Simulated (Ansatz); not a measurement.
# ZnS (F-43m) in Ansatz: notebook, part 2 of 2

Ansatz 0.2.0. Earlier steps stand in the parts before.

### 3 Berry-phase polarisation, PBEsol0

File run.py:

```python
import json

import ase.io
import numpy as np

import ansatz as az

atoms = ase.io.read("ZnS.cif")
atoms.info.pop("occupancy", None)

calculation = (
    az.Crystal.from_ase(atoms)
    .calculation()
    .kpoints(5, 5, 5)
    .functional(exchange="pbesol", correlation="pbesol", exact_fraction=0.25)
    .pseudopotentials(kind="paw", source="jth", xc_functional="pbe")
    .occupations(method="fixed")
    .polarization()
    .forces()
    .stress()
    .band_table(publish=True)
)
outcome = calculation.run(threads=2, events_out="events.jsonl")

report = outcome.report
for line in open("events.jsonl"):
    event = json.loads(line)
    if event["event"] == "scf_iter":
        d = event["data"]
        print(f"SCF {d['iter']:3d}  HF = {d['harris_foulkes_ev']:.6f} eV  dr2 = {d['dr2_ev']:.2e} eV")
    elif event["event"] in ("relax_step", "md_step"):
        d = event["data"]
        print(f"{event['event']} {d['step']:3d}  E = {d['lagrangian_ev']:.6f} eV")
np.set_printoptions(precision=5, suppress=True, linewidth=110)
print("converged:", report["converged"], "after", report["n_iterations"], "iterations")
print(f"free energy {report['free_energy_ev']:.6f} eV, Fermi level {report['fermi_energy_ev']:.4f} eV")
for key in ("band_edges_ev", "magnetization_mub", "site_moments_mub", "site_moments_nc_mub", "forces_ev_ang",
                "stress_gpa"):
    if report.get(key) is not None:
        print(key, np.array(report[key]), sep="\n")
```

File ZnS.cif:

```cif
data_ZnS
_cell_length_a 3.82120505
_cell_length_b 3.82120505
_cell_length_c 3.82120505
_cell_angle_alpha 60.00000000
_cell_angle_beta 60.00000000
_cell_angle_gamma 60.00000000
_space_group_name_H-M_alt 'P1'
_space_group_name_Hall 'P 1'
_space_group_IT_number 1
loop_
_space_group_symop_operation_xyz
'x,y,z'
loop_
_atom_site_label
_atom_site_type_symbol
_atom_site_symmetry_multiplicity
_atom_site_Wyckoff_symbol
_atom_site_fract_x
_atom_site_fract_y
_atom_site_fract_z
_atom_site_occupancy
Zn1 Zn 1 a 0.7500000000 0.7500000000 0.7500000000 1
S1 S 1 a 0.0000000000 0.0000000000 0.0000000000 1
```

Potentials or basis: JTH PAW.

The run is started by

```bash
$ python run.py
```

Standard output:

```text
DeckWarning: basis.ecutwfc = 1080 eV, auto-derived from the records' recommended cutoffs: set by Zn (normal level)
DeckWarning: pseudopotentials/Zn.paw.azcp: the checks of this Zn dataset prove no rule for summing its radial tables, as where they were carried onto another mesh than they were made on, and Gregory's rule is taken, under which a leading mesh point left out moves its sums only by what lay on the interval it spanned. That does not make them correct, and they differ from Quantum ESPRESSO's on this file; a re-export a fr [...]
DeckWarning: pseudopotentials/S.paw.azcp: the checks of this S dataset prove no rule for summing its radial tables, as where they were carried onto another mesh than they were made on, and Gregory's rule is taken, under which a leading mesh point left out moves its sums only by what lay on the interval it spanned. That does not make them correct, and they differ from Quantum ESPRESSO's on this file; a re-export a frac [...]
DeckWarning: output.stress: scf.convergence.dr2_threshold = 1e-7 eV (the SCF's general default) is looser than the 2e-10 eV advised for a printed stress (1e-10 eV for each atom of the cell: 2). What an SCF threshold leaves in a stress goes as its square root, and in the free energy as the threshold itself, and one threshold admits the most on a small cell: of the crystals measured, under no hybrid functional and no lock of the mo [...]
DeckWarning: output.stress: scf.exx.energy_threshold = 1e-6 eV is looser than the 2e-8 eV advised for a stress under a hybrid functional (1e-8 eV for each atom of the cell: 2). Every SCF of the exchange loop can meet its threshold on dr2 while the loop round them stops early: no threshold on dr2 bounds what that leaves in the stress. Set scf.exx.energy_threshold to 2e-8 eV or tighter. The threshold is the loop's pass mark: a loop [...]
PlacementWarning: RAYON_NUM_THREADS=2 ignored (pool sized by the plan → 2); use plan(threads=…)
SCF   1  HF = -4165.937566 eV  dr2 = 3.78e-01 eV
SCF   2  HF = -4165.884775 eV  dr2 = 9.09e-02 eV
SCF   3  HF = -4165.854980 eV  dr2 = 2.98e-02 eV
SCF   4  HF = -4165.842522 eV  dr2 = 9.00e-05 eV
SCF   1  HF = -4182.678846 eV  dr2 = 6.10e-02 eV
SCF   2  HF = -4182.641059 eV  dr2 = 4.12e-03 eV
SCF   3  HF = -4182.653688 eV  dr2 = 1.70e-03 eV
SCF   4  HF = -4182.652991 eV  dr2 = 9.44e-05 eV
SCF   5  HF = -4182.653267 eV  dr2 = 3.91e-05 eV
SCF   6  HF = -4182.653257 eV  dr2 = 3.42e-06 eV
SCF   1  HF = -4182.652796 eV  dr2 = 2.34e-06 eV
SCF   2  HF = -4182.652796 eV  dr2 = 2.90e-07 eV
SCF   3  HF = -4182.652797 eV  dr2 = 1.01e-07 eV
SCF   4  HF = -4182.652796 eV  dr2 = 5.25e-09 eV
converged: True after 14 iterations
free energy -4182.652796 eV, Fermi level 5.3082 eV
band_edges_ev
[5.30817 9.1679 ]
magnetization_mub
0.0
forces_ev_ang
[[-0. -0. -0.]
 [ 0. -0.  0.]]
stress_gpa
[[-1.92244 -0.      -0.     ]
 [-0.      -1.92244  0.     ]
 [-0.       0.      -1.92244]]
```

engine_input.yaml:

```text
crystal:
  lattice:
    - [3.82120505, 0.0, 0.0]
    - [1.9106025250000005, 3.309260646369386, 0.0]
    - [1.9106025250000005, 1.1030868821231288, 3.12000085834876]
  atoms:
    - { symbol: Zn, position: [0.7500000000000003, 0.75, 0.75] }
    - { symbol: S, position: [0.0, 0.0, 0.0] }
kpoints:
  mp_grid:
    grid: [5, 5, 5]
hamiltonian:
  xc:
    exchange: pbesol
    correlation: pbesol
    exx:
      coeff: 0.25
  pseudopotentials:
    kind: paw
    source: jth
    xc_functional: pbe
scf:
  occupations:
    method: fixed
output:
  polarization: {}
  forces: true
  stress: true
  eigenvalues: true
```

Wall time 2.3 min (2 threads of Arm Neoverse V1, shared host); peak memory 2.2 GiB.

Results:

| Quantity | Value |
| --- | --- |
| Free energy | -4182.6528 eV |
| Pressure | -1.9 GPa |
| Band gap on the k mesh | 3.86 eV, direct |

Caveat: odd divisions of the mesh miss points on the zone boundary, where band edges often lie, so the gap on the mesh can be too wide; the thresholds are loose for stress.

### 4 Comparison with measurements

Step 3. A measured gap of ZnS is 3.85 eV (direct; 19 K; quoted in “Electronic, vibrational, and thermodynamic properties of ZnS (zincblende and rocksalt structure)”, 2009, arxiv:0911.5022); the calculated 3.86 eV misses it by +0.01 eV. The value is that of PBEsol0, without temperature or zero-point motion.
